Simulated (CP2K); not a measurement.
Runs of CP2K 2026.2 on WC (Qusongite). Symmetry: P-6m2, No. 187, hexagonal system. The conventional cell has a = 2.907 Å, b = 2.907 Å, c = 2.837 Å, α = 90.00°, β = 90.00°, γ = 120.00°. Around W (site symmetry -6m2) lie 6 C at 2.20 Å. C (site symmetry -6m2) is surrounded by 6 W at 2.20 Å. 

| task | level | potentials or basis | smearing | EPS_DEFAULT | NGRIDS | points a segment of the path (NPOINTS) | bands added on the path | CUTOFF of the grids | gap on the mesh (eV) | pressure (GPa) |
| --- | --- | --- | --- | --- | --- | --- | --- | --- | --- | --- |
| band structure | r2SCAN | POTENTIAL_UZH W GTH-SCAN-q14, C GTH-SCAN-q4; TZVP-MOLOPT-SCAN-GTH basis | fermi-dirac 0.1 eV | 1.0E-9 | 5 | 8 | 2 | 675 Ry | none | (a) |
| band structure | PBE | POTENTIAL_UZH W GTH-PBE0-q14, C GTH-PBE0-q4; DZVP-MOLOPT-SR-GTH basis | fermi-dirac 0.05 eV | 1.0E-10 | 5 | 6 | 2 | 450 Ry | none | 2.2 |
| band structure | PBE | GTH_POTENTIALS W GTH-BLYP-q14, C GTH-BLYP-q4; DZVP-MOLOPT-SR-GTH basis | fermi-dirac 0.05 eV | 1.0E-10 | 5 | 6 | 2 | 450 Ry | none | 1.7 |
| band structure | PBE | POTENTIAL_UZH W GTH-SCAN-q14, C GTH-SCAN-q4; DZVP-MOLOPT-SR-GTH basis | fermi-dirac 0.05 eV | 1.0E-10 | 5 | 6 | 2 | 450 Ry | none | -2.0 |

Alike in all rows: no spin polarisation; cell as given; k mesh 10 × 10 × 9.

Problem. Estimate the missing entries.

Solution. (a) -3.4.

Caveats: the basis of atomic orbitals isn't converged, which shifts pressures, moduli and gaps; the potentials were made for another functional, which shifts forces and pressure (some runs).

A k mesh can miss the band edges, and the runs leave out spin-orbit coupling on W.

A gap of «none» marks a metal or a gap under the smearing width.

Not every run made on this cell is shown here.
